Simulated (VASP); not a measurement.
Ta, 1 atom in the cell. The structure is cubic, space group Im-3m (No. 229). The conventional cell has a = 3.221 Å, b = 3.221 Å, c = 3.221 Å, α = 90.00°, β = 90.00°, γ = 90.00°. Around Ta (site symmetry m-3m) lie 8 Ta at 2.79 Å.  The cell isn't the ideal one: a relaxed cell with its volume scaled by 0.94.

```yaml
Program: VASP 6.6.1
Task: relaxation of the atoms
Functional: PBE
Dispersion: D3(BJ)
Potentials_or_basis: VASP PAW PBE potentials, release 64 (Ta_pv)
Cutoff: 600 eV
k_mesh: 16 × 16 × 16
Occupations: methfessel-paxton, width 0.1 eV
Spin: no spin polarisation
Further_INCAR_settings: ALGO = Normal; EDIFF = 1e-07; IBRION = 2; EDIFFG = -0.01; NSW = 40
```

Potentials or basis: VASP PAW PBE potentials, release 64 (Ta_pv).

The run is started by

```sh
$ cat potpaw_PBE.64/Ta_pv/POTCAR > POTCAR
$ mpirun -np 1 vasp_std > vasp.out
```

Hardware: 1 thread of Intel(R) Xeon(R) Platinum 8488C (Sapphire Rapids), with other jobs on the host.

Problem. Estimate the wall time of this run.

Solution. Wall time 9 s on 1 thread of Intel(R) Xeon(R) Platinum 8488C (Sapphire Rapids) (shared host), peak memory 0.16 GiB. Counts: scf iterations 11, k points 145, ion steps 1.
